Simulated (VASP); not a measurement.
Write the native input for VASP 6.6.1 that does the following.

```yaml
Task: relaxation of cell and atoms
Functional: PBEsol
Potentials_or_basis: VASP PAW PBE potentials, release 64 (Mg, O)
Cutoff: 600 eV
k_mesh: 8 × 8 × 8
Occupations: gaussian, width 0.02 eV
Spin: no spin polarisation
Target_pressure: 130 GPa
Dipole_correction: no
Further_INCAR_settings: ALGO = Fast; EDIFF = 1e-07; IBRION = 2; EDIFFG = -0.002; NSW = 100; ISIF = 3
Target_pressure: 130 GPa
```

The structure of MgO2 lies in POSCAR:

```
MgO2
1.0
   -1.9589602312      1.9589602312      2.2954480728
    1.9589602312     -1.9589602312      2.2954480728
    1.9589602312      1.9589602312     -2.2954480728
Mg O
2 4
Direct
    0.2500000000      0.2500000000      0.0000000000
    0.7500000000      0.7500000000      0.0000000000
    0.1240723496      0.6240723496      0.7481446992
    0.6240723496      0.8759276504      0.5000000000
    0.8759276504      0.3759276504      0.2518553008
    0.3759276504      0.1240723496      0.5000000000
```

The cell was built by a generator and needn't be a form met in nature.

The input as run:

INCAR

```
SYSTEM = MgO2
PREC = Accurate
ENCUT = 600
EDIFF = 1E-7
ISMEAR = 0
SIGMA = 0.02
LREAL = .False.
LASPH = .True.
NELM = 100
ALGO = Fast
ISIF = 3
LWAVE = .False.
LCHARG = .False.
GGA = PS
IBRION = 2
NSW = 100
EDIFFG = -0.002
PSTRESS = 1300.0
```

KPOINTS

```
regular mesh
0
Gamma
  8 8 8
  0 0 0
```

Potentials or basis: VASP PAW PBE potentials, release 64 (Mg, O).

Run with:

```sh
$ cat potpaw_PBE.64/Mg/POTCAR potpaw_PBE.64/O/POTCAR > POTCAR
$ mpirun -np 1 vasp_std > vasp.out
```

It gave:

- Relaxed volume: 5.88 Å³/atom
- Relaxed cell: a = 3.600 Å, b = 3.600 Å, c = 3.600 Å, α = 114.04°, β = 114.04°, γ = 100.67°
- Space group after relaxing (to 0.05 Å): I4/mcm (No. 140)
- Energy change on relaxing (the enthalpy is what falls): -10.1 meV/atom
- Ionic steps: 8
- Pressure after relaxing: 130.0 GPa
- Band gap on the k mesh: 3.94 eV, indirect (least direct gap 5.00 eV)

Caveat: the cell is relaxed towards a set pressure, so the enthalpy falls and the energy may rise; the PAW data sets were made with another functional, which shifts forces and pressure a little.

Wall time 3.9 min on 1 thread of Intel(R) Xeon(R) Platinum 8259CL CPU @ 2.50GHz (Skylake/Cascade Lake) (shared host), peak memory 0.19 GiB.
